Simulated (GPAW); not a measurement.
Set up this calculation in GPAW 26.7.0, as an ASE script.

```yaml
Task: single point
Functional: LDA
Potentials_or_basis: the program's PAW data sets (release 1.2.1) made for this functional
Cutoff: 600 eV
Basis: pw
k_mesh: 5 × 5 × 5
Occupations: gaussian, width 0.05 eV
Spin: collinear spin, ferromagnetic start
Starting_moments: "[1.0, 0.0] μB"
Hubbard_terms: Ti d U = 7 eV
Maxiter: 150
```

The system is TiTe.

```
Ti Te
1.0
     0.00000    3.31060    3.31060
     3.31060    0.00000    3.31060
     3.31060    3.31060    0.00000
Ti Te
1 1
Direct
  0.00000 0.00000 0.00000
  0.25000 0.25000 0.25000
```

The cell comes from a database or a generator and needn't be the stable form of this composition.

These files were run (other wordings do the same):

run.py

```python
from ase import Atoms
from ase.dft.bandgap import bandgap
from ase.io import write
from ase.units import GPa
from gpaw import GPAW, PW

atoms = Atoms(['Ti', 'Te'],
              cell=[[0.0, 3.31059896, 3.31059896],
                    [3.31059896, 0.0, 3.31059896],
                    [3.31059896, 3.31059896, 0.0]],
              scaled_positions=[[0.0, 0.0, 0.0],
                                [0.25, 0.25, 0.25]],
              pbc=True)
atoms.set_initial_magnetic_moments([1.0, 0.0])

calc = GPAW(mode=PW(600),
            xc='LDA',
            kpts={'size': (5, 5, 5), 'gamma': True},
            occupations={'name': 'methfessel-paxton', 'order': 0, 'width': 0.05},
            setups={'Ti': ':d,7.0'},
            nbands=19,
            convergence={'density': 1e-05, 'energy': 1e-05},
            maxiter=150,
            txt='gpaw.txt')
atoms.calc = calc
energy = atoms.get_potential_energy()
forces = atoms.get_forces()
stress = atoms.get_stress()
calc.write('gs.gpw')
write('result.traj', atoms)
print(f'Energy: {energy:.6f} eV')
print('Forces (eV/A):')
print(forces.round(4))
print('Stress (GPa):', (stress / GPa).round(3))
print('Moments:', calc.get_magnetic_moments().round(3))
print('Fermi level:', round(calc.get_fermi_level(), 4), 'eV')
print(f'Gap: {bandgap(calc)[0]:.4f} eV, direct: {bandgap(calc, direct=True)[0]:.4f} eV')
```

Potentials or basis: the program's PAW data sets (release 1.2.1) made for this functional, pw.

Run with:

```sh
$ OMP_NUM_THREADS=1 python run.py
```

Results of the run:

The pressure is 0.5 GPa, the band gap on the k mesh is 2.76 eV, indirect (least direct gap 2.84 eV) and the net moment is 2.00 μB per cell. The site moments are Ti +1.65; Te -0.02 μB.

Caveat: spin-orbit coupling is left out, which moves the levels of the heavy elements; an odd mesh through Γ misses points on the zone boundary, where band edges often lie; the U is typed as a test and isn't derived for this compound.

Run time: 19 s on 1 thread of Arm Neoverse V2, on a shared host, peak memory 0.18 GiB.
